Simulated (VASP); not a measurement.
Set up this calculation in VASP 6.6.1, as the native input.

| Property | Result |
| --- | --- |
| Task | relaxation of cell and atoms |
| Functional | PBEsol |
| Potentials or basis | VASP PAW PBE potentials, release 64 (Sn_d, O) |
| Cutoff | 600 eV |
| k mesh | 6 × 6 × 8 |
| Occupations | fermi-dirac, width 0.05 eV |
| Spin | no spin polarisation |
| Further INCAR settings | ALGO = Normal; EDIFF = 1e-07; IBRION = 2; EDIFFG = -0.02; NSW = 40; ISIF = 3 |

The structure of SnO2 (Cassiterite) lies in POSCAR:

```
SnO2
1.0
    4.7380000000      0.0000000000      0.0000000000
    0.0000000000      4.7380000000      0.0000000000
    0.0000000000      0.0000000000      3.1865000000
Sn O
2 4
Direct
    0.5000000000      0.5000000000      0.5000000000
    0.0000000000      0.0000000000      0.0000000000
    0.8071000000      0.1929000000      0.5000000000
    0.6929000000      0.6929000000      0.0000000000
    0.1929000000      0.8071000000      0.5000000000
    0.3071000000      0.3071000000      0.0000000000
```

The input as run:

INCAR

```
PREC = Accurate
ENCUT = 600
EDIFF = 1E-7
ISMEAR = -1
SIGMA = 0.05
LREAL = False
LASPH = True
NELM = 60
ALGO = Normal
ISIF = 3
LWAVE = False
LCHARG = False
GGA = PS
IBRION = 2
NSW = 40
EDIFFG = -0.02
```

KPOINTS

```
regular mesh
0
Gamma
  6 6 8
```

Potentials or basis: VASP PAW PBE potentials, release 64 (Sn_d, O).

Command:

```bash
$ cat potpaw_PBE.64/Sn_d/POTCAR potpaw_PBE.64/O/POTCAR > POTCAR
$ mpirun -np 1 vasp_std > vasp.out
```

Results of the run:

```yaml
Relaxed_volume: 12.21 Å³/atom
Relaxed_cell: a = 4.770 Å, b = 4.770 Å, c = 3.219 Å, α = 90.00°, β = 90.00°, γ = 90.00°
Space_group_after_relaxing_to_0.05_Å: P4_2/mnm (No. 136)
Energy_gained_by_relaxing: 5.0 meV/atom
Ionic_steps: 3
Pressure_after_relaxing: 0.0 GPa
Largest_force_after_relaxing: 0.017 eV/Å
Band_gap_on_the_k_mesh: 0.88 eV, direct
```

Caveat: the PAW data sets were made with another functional, which shifts forces and pressure a little; spin-orbit coupling is left out, which moves the levels of the heavy elements.

Run time: 4.8 min on 1 thread of AMD EPYC 7R13 Processor (Zen 3) (shared host), peak memory 0.25 GiB.
